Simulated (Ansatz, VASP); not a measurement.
## PbO2: VASP beside Ansatz

```xyz
3
Lattice="0.0000 2.7020 2.7020 2.7020 0.0000 2.7020 2.7020 2.7020 0.0000" Properties=species:S:1:pos:R:3 pbc="T T T"
Pb    0.0000    0.0000    0.0000
O     1.3510    1.3510    1.3510
O     4.0530    4.0530    4.0530
```

The cell comes from a database or a generator and needn't be the stable form of this composition.

Alike in both runs: task single point; functional PBE; k mesh 6 × 6 × 6; occupations gaussian, width 0.1 eV; no spin polarisation.

|  | VASP | Ansatz |
| --- | --- | --- |
| version | VASP 6.6.1 | Ansatz 0.2.0 |
| potentials or method | VASP PAW PBE potentials, release 64 (Pb_d, O) | scalar-relativistic, plane waves, PAW |
| plane-wave cutoff (eV) | 520 | 420 |
| valence electrons in the cell | 26 | 26 |

|  | VASP | Ansatz | Ansatz less VASP |
| --- | --- | --- | --- |
| gap on the k mesh at the Fermi level (eV) | none | none | - |
| pressure (GPa) | 0.2 | 0.0 | -0.20 |

A gap of «none» marks a metal or a gap that the smearing closes.

Spin-orbit coupling is left out, which matters for the levels of Pb.
